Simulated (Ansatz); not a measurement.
SnSe:

```
CELL_PARAMETERS angstrom
0.00000 3.01000 3.01000
3.01000 0.00000 3.01000
3.01000 3.01000 0.00000
ATOMIC_POSITIONS crystal
Sn 0.00000 0.00000 0.00000
Se 0.50000 0.50000 0.50000
```

Measurements of this composition are mostly on another form, of space group No. 62.

Base run:

* Program: Ansatz 0.2.0
* Functional: PBEsol
* Potentials or basis: all-electron LAPW, inner shells corrected to Dirac's equation
* Cutoff: 190 eV
* Density cutoff: 760 eV
* Basis error allowed: 0.001 eV/atom
* k mesh: 8 × 8 × 8
* Occupations: fermi-dirac, width 0.05 eV
* Spin: no spin polarisation

Its results: pressure -1.9 GPa.

Question: The run is repeated on the same cell with these changes: potentials or basis from all-electron LAPW, inner shells corrected to Dirac's equation to all-electron LAPW, non-relativistic. What comes out?

Answer: Pressure -1.5 GPa.

Caveats: relativity is left out, which matters for the heavier elements (some runs).

Not every run made on this cell is shown here.
